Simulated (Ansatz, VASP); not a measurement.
## Sb: VASP beside Ansatz

```xyz
1
Lattice="0.0000 2.3392 2.3392 2.3392 0.0000 2.3392 2.3392 2.3392 0.0000" Properties=species:S:1:pos:R:3 pbc="T T T"
Sb    0.0000    0.0000    0.0000
```

This isn't the form of Sb at room conditions, which is rhombohedral.

Alike in both runs: task single point; functional PBE; k mesh 10 × 10 × 10; occupations fermi-dirac, width 0.05 eV; no spin polarisation.

|  | VASP | Ansatz |
| --- | --- | --- |
| version | VASP 6.6.1 | Ansatz 0.2.0 |
| potentials or method | VASP PAW PBE potentials, release 64 (Sb) | Ansatz PAW soft_1 |
| plane-wave cutoff (eV) | 520 | 420 |
| valence electrons in the cell | 5 | 15 |

VASP gave:

| Quantity | Value |
| --- | --- |
| gap on the k mesh at the Fermi level (eV) | none |
| pressure (GPa) | 4.5 |

Question: Which values does Ansatz return?

Answer: gap on the k mesh at the Fermi level (eV): none; pressure (GPa): 4.7.

A gap of «none» marks a metal or a gap that the smearing closes. The functional is the same, so the differences come from potentials, cutoffs and numerics. The two sets of potentials don't hold the same shells in valence.

The runs have no spin-orbit coupling, so splittings on Sb are missing.
